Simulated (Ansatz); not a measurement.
Theory: DFT PBE, scalar-relativistic, plane waves, PAW in Ansatz. Settings: cutoff 420 eV, Γ-centred meshes spaced at most about 0.3 Å⁻¹, and about 0.25 Å⁻¹ or finer for metals (2π included), Gaussian smearing. No spin polarisation.

Temperature and zero-point effects are left out.

Two relaxed structures of BiH:

1.

```cif
data_structure
_symmetry_space_group_name_H-M 'I4/mmm'
_symmetry_Int_Tables_number 139
_cell_length_a 4.0778
_cell_length_b 4.0778
_cell_length_c 4.3717
_cell_angle_alpha 90.000
_cell_angle_beta 90.000
_cell_angle_gamma 90.000
_cell_volume 72.69
loop_
_atom_site_label
_atom_site_type_symbol
_atom_site_symmetry_multiplicity
_atom_site_Wyckoff_symbol
_atom_site_fract_x
_atom_site_fract_y
_atom_site_fract_z
_atom_site_occupancy
Bi1 Bi 2 a 0.00000 0.00000 0.00000 1
H1 H 2 b 0.00000 0.00000 0.50000 1
```

2.

```cif
data_structure
_symmetry_space_group_name_H-M 'Pmma'
_symmetry_Int_Tables_number 51
_cell_length_a 4.5800
_cell_length_b 4.2144
_cell_length_c 4.8604
_cell_angle_alpha 90.000
_cell_angle_beta 90.000
_cell_angle_gamma 90.000
_cell_volume 93.81
loop_
_atom_site_label
_atom_site_type_symbol
_atom_site_symmetry_multiplicity
_atom_site_Wyckoff_symbol
_atom_site_fract_x
_atom_site_fract_y
_atom_site_fract_z
_atom_site_occupancy
Bi1 Bi 2 e 0.75000 0.00000 0.71544 1
H1 H 2 f 0.75000 0.50000 0.71227 1
```

Question: Which is lower in energy, and by how much?

Answer: Cell 2 is lower, by 0.31 eV/atom. Cell 1 has space group I4/mmm (No. 139), 18.2 Å³/atom and no gap on its mesh; cell 2 has space group Pmma (No. 51), 23.5 Å³/atom and no gap. Counting H atoms around Bi (those within 1.25 times the shortest such distance or 1.15 times the sum of covalent radii), cell 1 and cell 2 both have Bi 2. The lower one is the more open, so pressure narrows the difference. Even the lower one lies +0.35 eV/atom against the reference forms of the elements (uncorrected), so neither is stable at this level. Both come from invented guesses. The lowest form computed isn't among them: it has space group I4mm (No. 107), 23.3 Å³/atom and lies 62 meV/atom below the best shown.

Spin–orbit coupling, which can matter for Bi, is left out. With hydrogen, zero-point motion can shift such differences by 10 meV/atom or more. Cells relaxed within their symmetry can be saddle points. Some types were kept out of the candidates beforehand, so the set may lack a known form.
